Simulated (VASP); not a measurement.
# BN (Fmm2) in VASP: further runs, part 2 of 2

VASP 6.6.1.

## (4) Relaxation of cell and atoms, RPBE

Contents of INCAR:

```
SYSTEM = BN
ALGO = Fast
EDIFF = 1E-7
EDIFFG = -0.005
ENCUT = 600
GGA = RP
IBRION = 2
ISIF = 3
ISMEAR = 0
LASPH = .True.
LCHARG = .False.
LREAL = .False.
LWAVE = .False.
NELM = 100
NSW = 90
PREC = Accurate
SIGMA = 0.02
```

Contents of KPOINTS:

```
k-points
0
Gamma
  12 12 12
  0 0 0
```

Contents of POSCAR:

```
BN
1.0
    0.0000000000      3.4953158300      2.1660912400
    1.2516321000      0.0000000000      2.1660912400
    1.2516321000      3.4953158300      0.0000000000
B N
1 1
Direct
    0.0000486500      0.0000486500      0.9999513500
    0.6666513400      0.6666513400      0.3333486600
```

Potentials or basis: VASP PAW PBE potentials, release 64 (B, N).

Run with:

```sh
$ cat potpaw_PBE.64/B/POTCAR potpaw_PBE.64/N/POTCAR > POTCAR
$ mpirun -np 1 vasp_std > vasp.out
```

OUTCAR:

```text
SYSTEM = BN
   EDIFF = 1E-7
   EDIFFG = -0.005
   ENCUT = 600
   GGA = RP
   IBRION = 2
   ISIF = 3
   ISMEAR = 0
   LASPH = .True.
   LREAL = .False.
   NELM = 100
   NSW = 90
   PREC = Accurate

 ion  position               nearest neighbor table
   1  0.000  0.000  1.000-   2 1.44   2 1.44   2 1.44
   2  0.667  0.667  0.333-   1 1.44   1 1.44   1 1.44

  LATTYP: Found a face centered orthorhombic cell.
 ALAT       =     2.5032642000
 B/A-ratio  =     1.7306133647
 C/A-ratio  =     2.7926064137

  Lattice vectors:

 A1 = (   0.0000000000,   3.4953158300,   2.1660912400)
 A2 = (  -1.2516321000,   3.4953158300,   0.0000000000)
 A3 = (  -1.2516321000,   0.0000000000,   2.1660912400)

Analysis of symmetry for initial positions (statically):
=====================================================================
 Subroutine PRICEL returns:
 Original cell was already a primitive cell.

 Routine SETGRP: Setting up the symmetry group for a
 face centered orthorhombic supercell.

 Subroutine GETGRP returns: Found  4 space group operations
 (whereof  4 operations were pure point group operations)
 out of a pool of  8 trial point group operations.

The static configuration has the point symmetry C_2v.

Analysis of symmetry for dynamics (positions and initial velocities):
=====================================================================
 Subroutine PRICEL returns:
 Original cell was already a primitive cell.

[... 270 lines left out ...]
 Fermi energy:         2.0092278016

 k-point     1 :       0.0000    0.0000    0.0000
  band No.  band energies     occupation
      1     -15.8633      2.00000
      2      -2.4827      2.00000
      3       0.4709      2.00000
      4       0.4776      2.00000
      5       7.0036      0.00000
      6      13.2356      0.00000
      7      13.2839      0.00000
      8      14.6293      0.00000
[... 243 lines left out ...]
 k-point    24 :      -0.4167    0.1667    0.0000
  band No.  band energies     occupation
      1     -12.5378      2.00000
      2      -6.6631      2.00000
      3      -3.6170      2.00000
      4       1.2801      2.00000
      5       6.6492      0.00000
      6      13.2528      0.00000
      7      15.3398      0.00000
      8      17.0404      0.00000

 [... further k-points ...]

[... ionic steps 4 to 18 ...]

--------------------------------------- Ionic step       19  -------------------------------------------

 number of electron       8.0000000 magnetization

------------------------ aborting loop because EDIFF is reached ----------------------------------------
[... 67 lines left out ...]
--------------------------------------- Ionic step       21  -------------------------------------------

 number of electron       8.0000000 magnetization

 Free energy of the ion-electron system (eV)
  ---------------------------------------------------
  ext. energy  EPLUGINS =         0.00000000
  ---------------------------------------------------
  free energy    TOTEN  =       -16.90771481 eV

  energy without entropy =      -16.90771481  energy(sigma->0) =      -16.90771481

 E-fermi :   0.8926     XC(G=0):  -8.3453

 val. band max:        0.7594034213   @ k =   0.5000  -0.3333   0.1667
 cond. band min:       5.1774850506   @ k =   0.0000   0.5000   0.5000
 fundamental gap:      4.4180816294
 Fermi energy:         0.8926067767

 k-point     1 :       0.0000    0.0000    0.0000
  band No.  band energies     occupation
      1     -16.8943      2.00000
      2      -4.0562      2.00000
      3      -0.6188      2.00000
      4      -0.6174      2.00000
      5       5.4108      0.00000
      6      12.1687      0.00000
      7      12.1807      0.00000
      8      13.0985      0.00000
[... 282 lines left out ...]
  FREE ENERGIE OF THE ION-ELECTRON SYSTEM (eV)
  ---------------------------------------------------
  free  energy   TOTEN  =       -16.9077148067 eV

  energy  without entropy=      -16.9077148067  energy(sigma->0) =      -16.90771481

 reached required accuracy - stopping structural energy minimisation
```

Wall time 4.6 min (1 thread of Intel Xeon 6975P-C (Granite Rapids), shared host); peak memory 0.21 GiB.

Results:

| Item | Value |
| --- | --- |
| Free energy | -16.9077 eV |
| Relaxed volume | 11.42 Å³/atom |
| Relaxed cell | a = 4.680 Å, b = 2.524 Å, c = 4.327 Å, α = 81.61°, β = 32.24°, γ = 66.15° |
| Space group after relaxing (to 0.05 Å) | Fmm2 (No. 42) |
| Energy gained by relaxing | 21.6 meV/atom |
| Ionic steps | 21 |
| Pressure after relaxing | 0.0 GPa |
| Band gap on the k mesh | 4.42 eV, indirect (least direct gap 4.62 eV) |

Forces in eV/Å, atoms in the order of the input:
```
B    0.000  0.000  0.003
N    0.000  0.000 -0.003
```

The path:
| step | energy change (eV) | largest force (eV/Å) | pressure (GPa) | volume (Å³) |
| --- | --- | --- | --- | --- |
| 1 | 0.0000 | 0.0094 | 6.86 | 18.95 |
| 2 | 0.0170 | 0.0255 | -8.62 | 20.09 |
| 3 | -0.0098 | 0.0058 | 0.57 | 19.37 |
| 4 | -0.0132 | 0.0117 | 0.53 | 19.54 |
| 5 | -0.0218 | 0.0649 | 0.40 | 20.06 |
| 6 | -0.0340 | 0.1735 | 0.20 | 21.10 |
| 7 | -0.0405 | 0.3981 | -0.28 | 23.16 |
| 8 | -0.0420 | 0.1312 | -0.31 | 23.35 |
| 9 | -0.0420 | 0.0830 | -0.31 | 23.38 |
| 10 | -0.0422 | 0.0660 | -0.25 | 23.34 |
| 11 | -0.0427 | 0.0148 | -0.08 | 23.20 |
| 12 | -0.0429 | 0.0872 | 0.26 | 22.92 |
| 13 | -0.0429 | 0.0537 | 0.15 | 23.01 |
| 14 | -0.0431 | 0.0111 | 0.06 | 22.93 |
| 15 | -0.0431 | 0.0266 | -0.01 | 22.86 |
| 16 | -0.0431 | 0.0060 | -0.03 | 22.84 |
| 17 | -0.0431 | 0.0029 | -0.05 | 22.83 |
| 18 | -0.0431 | 0.0058 | -0.04 | 22.83 |
| 19 | -0.0431 | 0.0050 | -0.04 | 22.83 |
| 20 | -0.0431 | 0.0035 | -0.03 | 22.83 |
| 21 | -0.0431 | 0.0025 | 0.01 | 22.83 |

Final structure:
```xyz
2
Lattice="0.0000 4.1385 2.1856 1.2620 0.0000 2.1856 1.2620 4.1385 0.0000" Properties=species:S:1:pos:R:3 pbc="T T T"
B     1.2620    4.1385    0.0001
N     1.2620    4.1385    2.9143
```

Caveat: the volume moved by over 15 % at a fixed basis, so the end points are rough; the PAW data sets were made with another functional, which shifts forces and pressure a little. A k mesh can miss the band edges.

## (5) Summary

```csv
level,potentials or basis,cutoff (eV),gap on the mesh (eV),pressure (GPa),relaxed volume (Å³/atom)
PBEsol,"VASP PAW PBE potentials, release 64 (B, N)",580,3.73,0.0,9.50
PBEsol,"VASP PAW PBE potentials, release 64 (B_s, N_s)",480,3.72,0.0,9.53
RPBE,"VASP PAW PBE potentials, release 64 (B, N)",600,4.42,0.0,11.42
```

Alike in all rows: task relaxation of cell and atoms; no spin polarisation; cell relaxed; k mesh 12 × 12 × 12; smearing gaussian 0.02 eV.

Caveats: the PAW data sets were made with another functional, which shifts forces and pressure a little; the volume moved by over 15 % at a fixed basis, so the end points are rough (some runs).

Total energies depend on the potentials used, so only differences within one code and one set of settings carry meaning.
